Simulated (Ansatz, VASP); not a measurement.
**One calculation of Zr, two programs**

```
CELL_PARAMETERS angstrom
3.23188 0.00000 0.00000
-1.61594 2.79889 0.00000
0.00000 0.00000 5.17410
ATOMIC_POSITIONS crystal
Zr 0.33333 0.66667 0.25000
Zr 0.66667 0.33333 0.75000
```

Alike in both runs: task single point; functional PBE; k mesh 16 × 16 × 9; occupations fermi-dirac, width 0.1 eV; no spin polarisation.

```csv
,VASP,Ansatz
version,VASP 6.6.1,Ansatz 0.2.0
potentials or method,"VASP PAW PBE potentials, release 64 (Zr_sv)","plane waves (420 eV) with PAW, scalar-relativistic"
plane-wave cutoff (eV),520,420
valence electrons in the cell,24,24
```

|  | VASP | Ansatz | Ansatz less VASP |
| --- | --- | --- | --- |
| pressure (GPa) | 0.0 | 0.0 | -0.01 |
| largest component of the traceless stress (GPa) | 0.08 | 0.08 | +0.005 |

With one functional, cell and mesh, what is left measures potentials, basis and numerics.
